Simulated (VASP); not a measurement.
# BN (F-43m) in VASP: notebook

Aim: see how the results for BN move with the level of theory and the settings. Levels: r2SCAN, HSE06. Tasks: relaxation of cell and atoms, single point.

All numbers are computed with VASP 6.6.1; they aren't measurements. Logs are shortened: lines on timing, memory, paths and dates and some standing lists are left out, and cuts for length are marked.

**Measured values to compare with.**

A printed reference work, monograph reports, for a bulk crystal of BN at 300 K: band gap 6.4 eV (indirect).

How close the calculation comes is told below.

### 1 The cell of the first run

Symmetry: F-43m, No. 216, cubic system. The conventional cell has a = 3.625 Å, b = 3.625 Å, c = 3.625 Å, α = 90.00°, β = 90.00°, γ = 90.00°. Within 2.1 Å of B (site symmetry -43m) lie 4 N at 1.57 Å. N (site symmetry -43m) has 4 B at 1.57 Å within 2.1 Å.

### 2 Relaxation of cell and atoms, r2SCAN

Input file POSCAR:

```
BN
1.0
    0.0000000000      1.8123497995      1.8123497995
    1.8123497995      0.0000000000      1.8123497995
    1.8123497995      1.8123497995      0.0000000000
B N
1 1
Direct
    0.0000000000      0.0000000000      0.0000000000
    0.2500000000      0.2500000000      0.2500000000
```

Input file INCAR.step1:

```
  PREC = Accurate
  ENCUT = 600
  ISMEAR = -1
  SIGMA = 0.02
  LREAL = F
  LASPH = T
  NELM = 80
  GGA = PE
  ALGO = Normal
  EDIFF = 1E-4
  LWAVE = T
  LCHARG = F
```

Input file INCAR.step2:

```
  PREC = Accurate
  ENCUT = 600
  EDIFF = 1E-6
  ISMEAR = -1
  SIGMA = 0.02
  LREAL = F
  LASPH = T
  NELM = 80
  ALGO = Normal
  ISIF = 3
  LWAVE = F
  LCHARG = F
  METAGGA = R2SCAN
  LMIXTAU = T
  IBRION = 2
  NSW = 80
  EDIFFG = -0.005
  ISTART = 1
```

Input file KPOINTS:

```
Automatic mesh
0
Gamma
  10 10 10
```

Potentials or basis: VASP PAW PBE potentials, release 64 (B, N).

On the command line:

```sh
$ cat potpaw_PBE.64/B/POTCAR potpaw_PBE.64/N/POTCAR > POTCAR
$ cp INCAR.step1 INCAR
$ mpirun -np 1 vasp_std > vasp.out
$ cp INCAR.step2 INCAR
$ mpirun -np 1 vasp_std > vasp.out
```

OUTCAR:

```text
PREC = Accurate
   ENCUT = 600
   EDIFF = 1E-6
   ISMEAR = -1
   LREAL = F
   LASPH = T
   NELM = 80
   ISIF = 3
   METAGGA = R2SCAN
   IBRION = 2
   NSW = 80
   EDIFFG = -0.005
   ISTART = 1

 ion  position               nearest neighbor table
   1  0.000  0.000  0.000-   2 1.57   2 1.57   2 1.57   2 1.57
   2  0.250  0.250  0.250-   1 1.57   1 1.57   1 1.57   1 1.57

  LATTYP: Found a face centered cubic cell.
 ALAT       =     3.6246995990

  Lattice vectors:

 A1 = (   0.0000000000,   1.8123497995,   1.8123497995)
 A2 = (   1.8123497995,   0.0000000000,   1.8123497995)
 A3 = (   1.8123497995,   1.8123497995,   0.0000000000)

Analysis of symmetry for initial positions (statically):
=====================================================================
 Subroutine PRICEL returns:
 Original cell was already a primitive cell.

 Routine SETGRP: Setting up the symmetry group for a
 face centered cubic supercell.

 Subroutine GETGRP returns: Found 24 space group operations
 (whereof 24 operations were pure point group operations)
 out of a pool of 48 trial point group operations.

The static configuration has the point symmetry T_d .

Analysis of symmetry for dynamics (positions and initial velocities):
=====================================================================
 Subroutine PRICEL returns:
 Original cell was already a primitive cell.

 Routine SETGRP: Setting up the symmetry group for a
 face centered cubic supercell.

 Subroutine GETGRP returns: Found 24 space group operations
 (whereof 24 operations were pure point group operations)
 out of a pool of 48 trial point group operations.

The dynamic configuration has the point symmetry T_d .

 Subroutine INISYM returns: Found 24 space group operations
 (whereof 24 operations are pure point group operations),
 and found     1 'primitive' translations

----------------------------------------------------------------------------------------

                                     Primitive cell

  volume of cell :      11.9057

  direct lattice vectors                    reciprocal lattice vectors
     0.000000000  1.812349799  1.812349799    -0.275884931  0.275884931  0.275884931
     1.812349799  0.000000000  1.812349799     0.275884931 -0.275884931  0.275884931
     1.812349799  1.812349799  0.000000000     0.275884931  0.275884931 -0.275884931

  length of vectors
     2.563049666  2.563049666  2.563049666     0.477846718  0.477846718  0.477846718

  position of ions in fractional coordinates (direct lattice)
     0.000000000  0.000000000  0.000000000
     0.250000000  0.250000000  0.250000000

  ion indices of the primitive-cell ions
   primitive index   ion index
                 1           1
                 2           2

----------------------------------------------------------------------------------------

 KPOINTS: Automatic mesh

Automatic generation of k-mesh.
 Grid dimensions read from file:
 generate k-points for:   10   10   10

 Generating k-lattice:

  Cartesian coordinates                     Fractional coordinates (reciprocal lattice)
    -0.027588493  0.027588493  0.027588493     0.100000000  0.000000000  0.000000000
     0.027588493 -0.027588493  0.027588493     0.000000000  0.100000000  0.000000000
     0.027588493  0.027588493 -0.027588493     0.000000000  0.000000000  0.100000000

  Length of vectors
     0.047784672  0.047784672  0.047784672

  Shift w.r.t. Gamma in fractional coordinates (k-lattice)
     0.000000000  0.000000000  0.000000000

 Subroutine IBZKPT returns following result:
 ===========================================

 Found     47 irreducible k-points:

 Following reciprocal coordinates:
            Coordinates               Weight
  0.000000  0.000000  0.000000      1.000000
  0.100000  0.000000  0.000000      8.000000
  0.200000  0.000000  0.000000      8.000000
  0.300000  0.000000  0.000000      8.000000
  0.400000  0.000000  0.000000      8.000000
  0.500000  0.000000  0.000000      4.000000
[... 16 lines left out ...]
  0.300000  0.300000  0.000000      6.000000
  0.400000  0.300000  0.000000     24.000000
 [... further k-points ...]
   k-points           NKPTS =     47   k-points in BZ     NKDIM =     47   number of bands    NBANDS=      8
   number of dos      NEDOS =    301   number of ions     NIONS =      2
   total plane-waves  NPLWV =   8000
   dimension x,y,z NGX =    20 NGY =   20 NGZ =   20
   dimension x,y,z NGXF=    40 NGYF=   40 NGZF=   40
   ions per type =               1   1
   NGX,Y,Z   is equivalent  to a cutoff of  12.97, 12.97, 12.97 a.u.
   NGXF,Y,Z  is equivalent  to a cutoff of  25.95, 25.95, 25.95 a.u.
 SYSTEM =  unknown system
   PREC   = accura    normal or accurate (medium, high low for compatibility)
   ISTART =      1    job   : 0-new  1-cont  2-samecut
   ICHARG =      0    charge: 1-file 2-atom 10-const
   ISPIN  =      1    spin polarized calculation?
   LNONCOLLINEAR =      F non collinear calculations
[... 58 lines left out ...]
  --------------------------------------------------------------------------------------
  -------------------------------------------------------------------------------------
  Total       -0.2684287     -0.2684287     -0.2684287      0.0000000      0.0000000      0.0000000
  in kB      -36.1229655    -36.1229655    -36.1229655      0.0000000      0.0000000      0.0000000
  external PRESSURE =     -36.1229655 kB  Pullay stress =       0.0000000 kB

 VOLUME and BASIS-vectors are now :
 -----------------------------------------------------------------------------
  energy-cutoff  :      600.00
  volume of cell :       11.91
      direct lattice vectors                 reciprocal lattice vectors
     0.000000000  1.812349799  1.812349799    -0.275884931  0.275884931  0.275884931
     1.812349799  0.000000000  1.812349799     0.275884931 -0.275884931  0.275884931
     1.812349799  1.812349799  0.000000000     0.275884931  0.275884931 -0.275884931
[... 37 lines left out ...]
 POSITION                                       TOTAL-FORCE (eV/Angst)
 -----------------------------------------------------------------------------------
      3.60123      3.60123      3.60123        -0.000000     -0.000000     -0.000000
      0.90031      0.90031      0.90031         0.000000      0.000000      0.000000
 -----------------------------------------------------------------------------------
    total drift:                                0.000000      0.000000      0.000000

  FREE ENERGIE OF THE ION-ELECTRON SYSTEM (eV)
  ---------------------------------------------------
  free  energy   TOTEN  =       -19.1734010602 eV

  energy  without entropy=      -19.1734010602  energy(sigma->0) =      -19.17340106

--------------------------------------- Ionic step        3  -------------------------------------------

 number of electron       7.9999999 magnetization

 Free energy of the ion-electron system (eV)
  ---------------------------------------------------
  ext. energy  EPLUGINS =         0.00000000
  ---------------------------------------------------
  free energy    TOTEN  =       -19.17486090 eV

  energy without entropy =      -19.17486090  energy(sigma->0) =      -19.17486090

 E-fermi :   7.7357     XC(G=0): -13.6536

 val. band max:        7.2589973424   @ k =   0.0000   0.0000   0.0000
 cond. band min:      12.2373818892   @ k =   0.5000   0.5000   0.0000
 fundamental gap:      4.9783845468
 Fermi energy:         7.7356644709

 k-point     1 :       0.0000    0.0000    0.0000
  band No.  band energies     occupation
      1     -14.0484      2.00000
      2       7.2590      2.00000
      3       7.2590      2.00000
      4       7.2590      2.00000
      5      16.7921      0.00000
      6      16.7921      0.00000
      7      16.7921      0.00000
      8      18.3463      0.00000

 k-point     2 :       0.1000    0.0000    0.0000
  band No.  band energies     occupation
      1     -13.7965      2.00000
      2       5.9318      2.00000
      3       6.9968      2.00000
      4       6.9968      2.00000
      5      17.0814      0.00000
      6      17.1960      0.00000
      7      17.1960      0.00000
      8      19.1816      0.00000
[... 221 lines left out ...]
 k-point    23 :       0.3000    0.3000    0.0000
  band No.  band energies     occupation
      1     -11.1864      2.00000
      2       1.7443      2.00000
      3       3.4504      2.00000
      4       3.4504      2.00000
      5      13.9913      0.00000
      6      18.7200      0.00000
      7      23.0834      0.00000
      8      23.0834      0.00000

 k-point    24 :       0.4000    0.3000    0.0000
  band No.  band energies     occupation
      1     -10.1575      2.00000
      2       0.1330      2.00000
      3       2.5683      2.00000
      4       3.0228      2.00000
      5      13.9426      0.00000
      6      18.5673      0.00000
      7      23.8651      0.00000
      8      23.9848      0.00000

 [... further k-points ...]

------------------------ aborting loop because EDIFF is reached ----------------------------------------

  FORCE on cell =-STRESS in cart. coord.  units (eV):
  Direction    XX          YY          ZZ          XY          YZ          ZX
  --------------------------------------------------------------------------------------
  -------------------------------------------------------------------------------------
  Total        0.0005608      0.0005608      0.0005608      0.0000000      0.0000000     -0.0000000
  in kB        0.0761893      0.0761893      0.0761893      0.0000000      0.0000000     -0.0000000
  external PRESSURE =       0.0761893 kB  Pullay stress =       0.0000000 kB

 VOLUME and BASIS-vectors are now :
 -----------------------------------------------------------------------------
  energy-cutoff  :      600.00
  volume of cell :       11.79
      direct lattice vectors                 reciprocal lattice vectors
    -0.000000000  1.806654448  1.806654448    -0.276754639  0.276754639  0.276754639
     1.806654448  0.000000000  1.806654448     0.276754639 -0.276754639  0.276754639
     1.806654448  1.806654448  0.000000000     0.276754639  0.276754639 -0.276754639

 POSITION                                       TOTAL-FORCE (eV/Angst)
 -----------------------------------------------------------------------------------
      0.00000      0.00000      0.00000         0.000000     -0.000000      0.000000
      0.90333      0.90333      0.90333        -0.000000      0.000000     -0.000000
 -----------------------------------------------------------------------------------
    total drift:                                0.000000      0.000000      0.000000

  FREE ENERGIE OF THE ION-ELECTRON SYSTEM (eV)
  ---------------------------------------------------
  free  energy   TOTEN  =       -19.1748609005 eV

  energy  without entropy=      -19.1748609005  energy(sigma->0) =      -19.17486090

 reached required accuracy - stopping structural energy minimisation
```

Wall time 36 s (1 thread of Intel Xeon Platinum 8488C (Sapphire Rapids), shared host); peak memory 0.12 GiB.

Results:

```
Free energy                           : -19.1749 eV
Relaxed volume                        : 5.90 Å³/atom
Relaxed cell                          : a = 2.555 Å, b = 2.555 Å, c = 2.555 Å, α = 60.00°, β = 60.00°, γ = 60.00°
Space group after relaxing (to 0.1 Å) : F-43m (No. 216)
Energy gained by relaxing             : 0.6 meV/atom
Ionic steps                           : 3
Pressure after relaxing               : 0.0 GPa
Band gap on the k mesh                : 4.98 eV (least direct gap 9.53 eV)
```

The path:
| step | energy change (eV) | largest force (eV/Å) | pressure (GPa) | volume (Å³) |
| --- | --- | --- | --- | --- |
| 1 | 0.0000 | 0.0000 | -3.61 | 11.91 |
| 2 | 0.0002 | 0.0000 | 4.01 | 11.68 |
| 3 | -0.0013 | 0.0000 | 0.01 | 11.79 |

Final structure:
```cif
data_structure
_symmetry_space_group_name_H-M 'P 1'
_symmetry_Int_Tables_number 1
_cell_length_a 2.5550
_cell_length_b 2.5550
_cell_length_c 2.5550
_cell_angle_alpha 60.000
_cell_angle_beta 60.000
_cell_angle_gamma 60.000
_cell_volume 11.79
loop_
_atom_site_label
_atom_site_type_symbol
_atom_site_fract_x
_atom_site_fract_y
_atom_site_fract_z
_atom_site_occupancy
B1 B 0.00000 0.00000 0.00000 1
N1 N 0.25000 0.25000 0.25000 1
```

Caveat: the PAW data sets were made with another functional, which shifts forces and pressure a little.

### 3 Single point, HSE06

This run uses another cell than the first one, of 5.81 Å³/atom.

Input file POSCAR:

```
BN
1.0
    0.0000000000      1.7981106238      1.7981106238
    1.7981106238      0.0000000000      1.7981106238
    1.7981106238      1.7981106238      0.0000000000
B N
1 1
Direct
    0.0000000000      0.0000000000      0.0000000000
    0.2500000000      0.2500000000      0.2500000000
```

Input file INCAR.step1:

```
PREC = Accurate ; ENCUT = 520
EDIFF = 1E-5 ; ISMEAR = -1
SIGMA = 0.02 ; LREAL = F
LASPH = T ; NELM = 60
ALGO = Normal ; ISIF = 2
LWAVE = T ; NBANDS = 11
GGA = PE
```

Input file INCAR.step2:

```
PREC = Accurate ; ENCUT = 520
EDIFF = 1E-6 ; ISMEAR = -1
SIGMA = 0.02 ; LREAL = F
LASPH = T ; NELM = 60
ALGO = Normal ; ISIF = 2
LWAVE = F ; LCHARG = T
GGA = PE ; LHFCALC = T
HFSCREEN = 0.2079 ; PRECFOCK = Normal
LELF = T ; LVHAR = T
NBANDS = 11 ; ISTART = 1
```

Input file KPOINTS:

```
regular mesh
0
Gamma
  8 8 8
```

Potentials or basis: VASP PAW PBE potentials, release 64 (B, N).

On the command line:

```sh
$ cat potpaw_PBE.64/B/POTCAR potpaw_PBE.64/N/POTCAR > POTCAR
$ cp INCAR.step1 INCAR
$ mpirun -np 1 vasp_std > vasp.out
$ cp INCAR.step2 INCAR
$ mpirun -np 1 vasp_std > vasp.out
```

It took 7.7 min on 1 thread of Intel Xeon Platinum 8488C (Sapphire Rapids), shared host; peak memory 0.22 GiB.

The run converged. Its results:

```yaml
Free_energy: -20.3286 eV
Pressure: 0.5 GPa
Band_gap_on_the_k_mesh: 5.79 eV (least direct gap 10.63 eV)
```

Levels at points of the mesh, in eV from the valence-band top:
```csv
k point,band 1,band 2,band 3,band 4,band 5,band 6,band 7,band 8,band 9
"(0.00, 0.00, 0.00)",-22.29,0.00,0.00,0.00,10.63,10.63,10.63,12.40,27.04
"(0.50, 0.00, 0.00)",-17.69,-11.78,-2.13,-2.13,12.06,12.60,12.60,17.54,25.80
"(0.50, 0.50, 0.00)",-16.18,-9.88,-5.39,-5.39,5.79,10.83,20.71,20.71,23.53
```

Caveat: the PAW data sets were made with another functional, which shifts forces and pressure a little.

### 4 Single point, HSE06

This run uses another cell than the first one, of 5.88 Å³/atom.

Input file POSCAR:

```
BN
1.0
    0.0000000000      1.8048245570      1.8048245570
    1.8048245570      0.0000000000      1.8048245570
    1.8048245570      1.8048245570      0.0000000000
B N
1 1
Direct
    0.0000000000      0.0000000000      0.0000000000
    0.2500000000      0.2500000000      0.2500000000
```

Input file INCAR.step1:

```
SYSTEM = BN
ALGO = Normal
EDIFF = 1E-5
ENCUT = 520
GGA = PE
ISIF = 2
ISMEAR = 0
LASPH = .TRUE.
LCHARG = .FALSE.
LREAL = .FALSE.
LWAVE = .TRUE.
NBANDS = 11
NELM = 80
PREC = Accurate
SIGMA = 0.01
```

Input file INCAR.step2:

```
SYSTEM = BN
ALGO = Normal
EDIFF = 1E-6
ENCUT = 520
GGA = PE
HFSCREEN = 0.2079
ISIF = 2
ISMEAR = 0
ISTART = 1
LASPH = .TRUE.
LCHARG = .FALSE.
LHFCALC = .TRUE.
LREAL = .FALSE.
LWAVE = .FALSE.
NBANDS = 11
NELM = 80
PREC = Accurate
PRECFOCK = Normal
SIGMA = 0.01
```

Input file KPOINTS:

```
k-points
0
G
  8 8 8
  0 0 0
```

On the command line:

```sh
$ cat potpaw_PBE.64/B/POTCAR potpaw_PBE.64/N/POTCAR > POTCAR
$ cp INCAR.step1 INCAR
$ mpirun -np 1 vasp_std > vasp.out
$ cp INCAR.step2 INCAR
$ mpirun -np 1 vasp_std > vasp.out
```

It took 5.8 min on 1 thread of Intel Xeon Platinum 8488C (Sapphire Rapids), shared host; peak memory 0.23 GiB.

Results (log left out):

| Quantity | Value |
| --- | --- |
| Free energy | -20.3273 eV |
| Pressure | -3.9 GPa |
| Band gap on the k mesh | 5.78 eV (least direct gap 10.57 eV) |

Levels at points of the mesh, in eV from the valence-band top:
```
           k point  band 1  band 2  band 3  band 4  band 5  band 6  band 7  band 8
(0.00, 0.00, 0.00)  -22.16    0.00    0.00    0.00   10.57   10.57   10.57   12.20
(0.50, 0.00, 0.00)  -17.61  -11.67   -2.11   -2.11   11.90   12.54   12.54   17.42
(0.50, 0.50, 0.00)  -16.12   -9.80   -5.34   -5.34    5.78   10.76   20.53   20.53
```

Caveat: the cell stands under tension; the PAW data sets were made with another functional, which shifts forces and pressure a little. A k mesh can miss the band edges.

### 5 The runs side by side

```tsv
task	level	cell	k mesh	cutoff (eV)	smearing	grid for exact exchange (PRECFOCK)	share of exact exchange	screening parameter	gap on the mesh (eV)	pressure (GPa)
relaxation of cell and atoms	r2SCAN	relaxed from a = 2.563 Å, angles 60.0°, 2 atoms	10 × 10 × 10	600	fermi-dirac 0.02 eV	-	-	-	4.98	0.0
single point	HSE06	a = 2.543 Å, angles 60.0°, 2 atoms	8 × 8 × 8	520	fermi-dirac 0.02 eV	Normal	0.25	0.2079 1/Å	5.79	0.5
single point	HSE06	a = 2.552 Å, angles 60.0°, 2 atoms	8 × 8 × 8	520	gaussian 0.01 eV	Normal	0.25	0.2079 1/Å	5.78	-3.9
```

Alike in all rows: potentials or basis VASP PAW PBE potentials, release 64 (B, N); no spin polarisation.

Caveats: the PAW data sets were made with another functional, which shifts forces and pressure a little; the cell stands under tension (at least some runs).

Absolute energies hang on the potentials; compare differences alone.

### 6 Comparison with measurements

Step 3. Against the measured gap of BN, 6.4 eV (indirect; 300 K; a printed reference work, monograph), the calculated 5.79 eV is off by -0.61 eV. The value is that of HSE06 on a finite k mesh, which can miss the band edges, without temperature or zero-point motion.
